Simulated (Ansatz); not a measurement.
# H started on an S site and a Zn vacancy in wurtzite ZnS, 15 atoms, charge +1

Wanted: the effect of changed settings on energy, forces, pressure and convergence.

Method: density functional theory in Ansatz 0.2.0, PAW datasets, plane waves.

1 further run of the same task is left out (it didn't finish).

## 1. The system as built

15 atoms (7 Zn, 7 S, 1 H); a = 7.564 Å, b = 6.551 Å, c = 6.208 Å, α = 90.00°, β = 90.00°, γ = 90.00°. All atoms were shaken off their sites by about 0.10 Å along each axis. Defect site 1: (0.500, 0.333, 0.375). Defect site 2: (0.500, 0.333, 0.001). Starting moments add up to 2 μB.

## 2. PBEsol single point

Input file in.yaml:

```yaml
crystal:
  lattice:
    - [7.564494, 0.000000, 0.000000]
    - [0.000001, 6.551044, 0.000000]
    - [0.000000, 0.000000, 6.207643]
  atoms:
    - { symbol: Zn, position: [0.989339, 0.347288, 0.980705] }
    - { symbol: Zn, position: [0.266782, 0.838545, 0.968343] }
    - { symbol: Zn, position: [0.743195, 0.837912, 0.995419] }
    - { symbol: Zn, position: [0.249597, 0.176803, 0.476366], spin: 0.286 }
    - { symbol: Zn, position: [0.011295, 0.686020, 0.497830] }
    - { symbol: Zn, position: [0.752543, 0.175570, 0.504401], spin: 0.286 }
    - { symbol: Zn, position: [0.508788, 0.653170, 0.542952], spin: 0.286 }
    - { symbol: S, position: [0.984781, 0.352191, 0.377476] }
    - { symbol: S, position: [0.263000, 0.815744, 0.385721] }
    - { symbol: S, position: [0.756989, 0.844852, 0.359745] }
    - { symbol: S, position: [0.252602, 0.177456, 0.895062], spin: 0.286 }
    - { symbol: S, position: [0.991709, 0.667475, 0.861333] }
    - { symbol: S, position: [0.758300, 0.172183, 0.888253], spin: 0.286 }
    - { symbol: S, position: [0.519003, 0.680033, 0.900160], spin: 0.286 }
    - { symbol: H, position: [0.496868, 0.339155, 0.365743], spin: 0.286 }
kpoints:
  mp_grid: { grid: [2, 2, 2], shift: [0.5, 0.5, 0.5] }
hamiltonian:
  xc: pbesol
total_charge: 1
magnetization:
  spin_polarized: true
scf:
  occupations: { method: fermi_dirac, width: 0.01 }
output:
  forces: true
  eigenvalues: true
  populations: true
  charged_corrections: { epsilon: 8.3 }
```

Command:

```
$ ansatz run in.yaml --threads 7 --pin off --max-ram 13300MiB --runs-dir r --events-out ev --progress --plain
```

## 3. Changed settings: smearing width 0.03 eV, 60 extra bands

Edit in.yaml of step 2 so:

```diff
@@ -29,3 +29,5 @@
 scf:
-  occupations: { method: fermi_dirac, width: 0.01 }
+  occupations: { method: fermi_dirac, width: 0.03 }
+  max_iter: 100
+  n_extra_bands: 60
 output:
@@ -33,3 +35,2 @@
   eigenvalues: true
-  populations: true
-  charged_corrections: { epsilon: 8.3 }
+  stress: true
```

## 4. Changed settings: mixer broyden, occupations Fermi–Dirac, mixing beta 0.2

Edit in.yaml of step 3 so:

```diff
@@ -29,5 +29,5 @@
 scf:
-  occupations: { method: fermi_dirac, width: 0.03 }
-  max_iter: 100
-  n_extra_bands: 60
+  occupations: { method: fermi_dirac, width: 0.01 }
+  max_iter: 50
+  mixing: { beta: 0.2, algorithm: broyden }
 output:
```

## 5. Variant: accuracy high

Edit in.yaml of step 4 so:

```diff
@@ -1 +1,2 @@
+accuracy: high
 crystal:
@@ -30,4 +31,3 @@
   occupations: { method: fermi_dirac, width: 0.01 }
-  max_iter: 50
-  mixing: { beta: 0.2, algorithm: broyden }
+  max_iter: 60
 output:
```

## 6. Run again with mixing beta 0.03

Edit in.yaml of step 5 so:

```diff
@@ -1,2 +1 @@
-accuracy: high
 crystal:
@@ -31,3 +30,4 @@
   occupations: { method: fermi_dirac, width: 0.01 }
-  max_iter: 60
+  max_iter: 90
+  mixing: { beta: 0.03 }
 output:
```

## 7. Variant: xc grid 3, k points 1×1×2, at most 14 cycles

Edit in.yaml of step 6 so:

```diff
@@ -22,3 +22,4 @@
 kpoints:
-  mp_grid: { grid: [2, 2, 2], shift: [0.5, 0.5, 0.5] }
+  mp_grid: { grid: [1, 1, 2] }
+basis: { xc_grid: 3 }
 hamiltonian:
@@ -30,4 +31,3 @@
   occupations: { method: fermi_dirac, width: 0.01 }
-  max_iter: 90
-  mixing: { beta: 0.03 }
+  max_iter: 14
 output:
```

Q: Predict the outcome of this session. Wanted: for each run, settings; status; energy from base; forces from base.

**Answer**, as computed:

| settings | status | cycles | time | energy from base (meV/atom) | forces from base (eV/Å rms) | filled to empty level on the mesh (eV) |
| --- | --- | --- | --- | --- | --- | --- |
| base | converged | 25 | 9.7 s (7 CPU threads) | 0 | 0 | none |
| smearing width 0.03 eV, 60 extra bands | converged | 27 | 11 s (7 CPU threads) | -0.2 | 0.036 | - |
| mixer broyden, occupations Fermi–Dirac, mixing beta 0.2 | converged | 28 | 8.9 s (7 CPU threads) | 0.0 | 0.000 | - |
| accuracy high | converged | 25 | 8.5 s (7 CPU threads) | 0.0 | 0.000 | - |
| mixing beta 0.03 | converged | 45 | 13 s (7 CPU threads) | -0.2 | 0.046 | - |
| xc grid 3, k points 1×1×2, at most 14 cycles | not converged | - | 1.7 s (7 CPU threads) | - | - | - |

The base run shows no spacing between filled and empty levels on this coarse mesh with displaced atoms and smearing, so occupations can shift between runs, and part of each change may come from that and not from the setting itself.

**What this shows.** Among these variants the forces move most with mixing beta 0.03 (0.046 eV/Å rms). 1 of 5 variants gave no result: xc grid 3, k points 1×1×2, at most 14 cycles (not converged).
